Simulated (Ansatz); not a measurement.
# Fluorite SrF₂

The numbers are results of LDA+SOC (PAW; Ansatz, a first-principles code), not measurements.

Settings: plane-wave cutoff 520 eV, 10×10×10 k mesh, Fermi–Dirac smearing 0.01 eV, PAW data made under PBE.

Cell: measured lattice: a = b = c = 5.800 Å, α = β = γ = 90.00°.

For fluorite SrF₂, the band gap is 6.57 eV (indirect) and the smallest direct gap on the k points sampled comes out as 6.64 eV.

Measured, for comparison: band gap 11.1 eV (temperature not stated, no zero-point or thermal correction; as tabulated in Aguado et al. (1999), arXiv:cond-mat/9901145). Computed (rounded) less measured: band gap -4.53 eV.

Note: cell and atoms aren't relaxed at this level (pressure -5.1 GPa).

Static lattice: no zero-point or thermal effects.

The result took very roughly 40 core-seconds.
